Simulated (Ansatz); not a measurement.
**Effect of S vacancy, symmetric start on InCuS2**

Consider a 16-atom supercell of InCuS2 in the chalcopyrite structure (space group I-42d, No. 122; a = 5.483 Å, c = 11.044 Å) at its relaxed geometry.

One thing is altered: one S atom is removed, atoms relaxed at fixed cell.

All numbers come from DFT with PBEsol, PAW potentials and a 420 eV plane-wave cutoff in Ansatz (a program for electronic structure), without spin-orbit coupling. Γ-centred 3×4×4 mesh, Fermi–Dirac width 0.05 eV.

The pressure goes from zero to -1.6 GPa and the energy gained by relaxation is 1.10 eV. The mean distance from the defect site to its nearest host atoms goes up by 0.61 Å to 2.89 Å.

Cost of the whole job for the changed cell (relaxation, final SCF and bands): about 12 core-minutes (a rough figure).

The cell is small, so the values are those of an ordered compound at a high defect concentration; dilute-limit values will differ. The defect started on the symmetric site and kept its symmetry, so it may sit on a saddle. The final runs are not spin-polarised. The defect cell is not spin-polarised.
